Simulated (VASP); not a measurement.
Here is a VASP 6.6.1 calculation.

Contents of INCAR:

```
PREC = Accurate ; ENCUT = 600
EDIFF = 1E-7 ; ISMEAR = 1
SIGMA = 0.05 ; LREAL = F
LASPH = T ; NELM = 100
ALGO = Normal ; ISIF = 8
LWAVE = F ; LCHARG = F
GGA = PS ; IBRION = 2
NSW = 80 ; EDIFFG = -0.01
```

The input KPOINTS:

```
regular mesh
0
Gamma
  7 7 4
```

POSCAR

```
Mg
1.0
    3.2093000000      0.0000000000      0.0000000000
   -1.6046500000      2.7793350000      0.0000000000
    0.0000000000      0.0000000000      5.2103000000
Mg
2
Direct
    0.3333333333      0.6666666667      0.2500000000
    0.6666666667      0.3333333333      0.7500000000
```

Potentials or basis: VASP PAW PBE potentials, release 64 (Mg).

Command:

```console
$ cat potpaw_PBE.64/Mg/POTCAR > POTCAR
$ mpirun -np 1 vasp_std > vasp.out
```

(1) What does it give for the relaxed cell?

(2) Estimate the space group after relaxing (to 0.05 Å).

(3) What does it give for the band gap on the k mesh?

(4) What does it give for the relaxed volume?

Results:

(1) a = 3.181 Å, b = 3.181 Å, c = 5.164 Å, α = 90.00°, β = 90.00°, γ = 120.00°.

(2) P6_3/mmc (No. 194).

(3) none (metal or under the smearing width).

(4) 22.62 Å³/atom.

Caveat: the PAW data sets were made with another functional, which shifts forces and pressure a little.
